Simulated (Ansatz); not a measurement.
CdO (rocksalt) at its r2SCAN geometry, in Ansatz 0.2.0. The base run uses HSE06 on a modest mesh; each further run changes one setting, sensibly or not. Doubtful ones may also carry a cap on iterations. All numbers are computed, and spin polarisation is off unless an edit sets a moment.

Base input:
```yaml
crystal:
  lattice:
    - [0.0, 2.3530013821, 2.3530013821]
    - [2.3530013821, 0.0, 2.3530013821]
    - [2.3530013821, 2.3530013821, 0.0]
  atoms:
    - { symbol: Cd, position: [0.0, 0.0, 0.0] }
    - { symbol: O, position: [0.5, 0.5, 0.5] }
kpoints:
  mp_grid: { grid: [4, 4, 4] }
hamiltonian:
  xc: hse06
scf:
  occupations: { method: fermi_dirac, width: 0.02 }
  n_extra_bands: 4
output:
  forces: true
  stress: true
  eigenvalues: true
  write_density: true
  write_potential: true
  elf: true
  volumetric_format: npy
```

Base results:
```
Basis set: ecut = 420 eV, 531 PW (Γ)
Symmetry: 48 space group operations
Space group: Fm-3m (ITA 225)
k-points: 8 of 64
Exchange kernel: α = 0.2500, screened, ω = 0.2079 Å⁻¹, Wigner–Seitz truncation, v(0) = 986.3623 eV·Å³, q-mesh 4×4×4
hybrid SCF converged: 2 outer / 9 inner (+6 warm-up)
Free energy (F): -8824.852242 eV
Fermi energy:    12.073414 eV
--- Stress (GPa, compression-positive) ---
       -0.019602       0.000000       0.000000
        0.000000      -0.019602       0.000000
        0.000000       0.000000      -0.019602
  P = ⅓ Tr σ = -0.0196 GPa (-0.196 kbar)
```
The gap over this mesh is 0.920 eV.

Run as `ansatz run input.yaml --threads 4 --pin off --max-ram 3686MiB --backend cpu --events-out ev --progress --plain --runs-dir out`.

Problem. What happens with this change?
```yaml
scf:
  max_iter: 57
basis:
  ecutrho_ratio: 12
```

Solution. Energy, stress and gap stay within 1 meV an atom, 0.1 GPa and 0.005 eV of the base. The result hardly depends on this setting here.

Problem. Predict the outcome of this edit.
```yaml
hamiltonian:
  xc: { exchange: pbe, correlation: pbe, exx: { coeff: 0.4, omega: 0.5 } }
```

Solution. That is 40 % exact exchange, screened with ω = 0.5 1/Å, against HSE06's 25 % screened at 0.208 1/Å. The mean stress moves by -1.2 GPa and the gap on the mesh by -0.006 eV (to 0.914). Totals of different functionals aren't comparable.
Lines that differ from the base's log, and the results:
```
Exchange kernel: α = 0.4000, screened, ω = 0.5000 Å⁻¹, Wigner–Seitz truncation, v(0) = 180.9511 eV·Å³, q-mesh 4×4×4
hybrid SCF converged: 3 outer / 14 inner (+6 warm-up)
Free energy (F): -8826.664647 eV
Fermi energy:    12.016386 eV
--- Stress (GPa, compression-positive) ---
       -1.218930       0.000000       0.000000
        0.000000      -1.218930       0.000000
        0.000000       0.000000      -1.218930
  P = ⅓ Tr σ = -1.2189 GPa (-12.189 kbar)
```

Problem. The input is altered as follows. How does the run end?
```yaml
hamiltonian:
  xc: wpbeh
```

Solution. The mean stress moves by +0.5 GPa and the gap on the mesh by -0.034 eV (to 0.886). It's another functional on the same cell, so totals aren't comparable.
Lines that differ from the base's log, and the results:
```
hybrid SCF converged: 2 outer / 9 inner (+7 warm-up)
Free energy (F): -8822.417262 eV
Fermi energy:    12.077491 eV
--- Stress (GPa, compression-positive) ---
        0.503798       0.000000       0.000000
        0.000000       0.503798       0.000000
        0.000000       0.000000       0.503798
  P = ⅓ Tr σ = 0.5038 GPa (5.038 kbar)
```

Problem. Predict the outcome of this edit.
```yaml
scf:
  exx: { max_outer_iter: 2 }
```

Solution. The cap isn't what ends this run: it converges, in 15 iterations in all (the base: 15). Energy, stress and gap stay within 1 meV an atom, 0.1 GPa and 0.005 eV of the base.

The runs are scalar-relativistic, without spin-orbit coupling.

The program warns that its thresholds are loose for a hybrid's stress.

The meshes of the hybrids are coarse, so their gaps aren't converged to the digits shown.
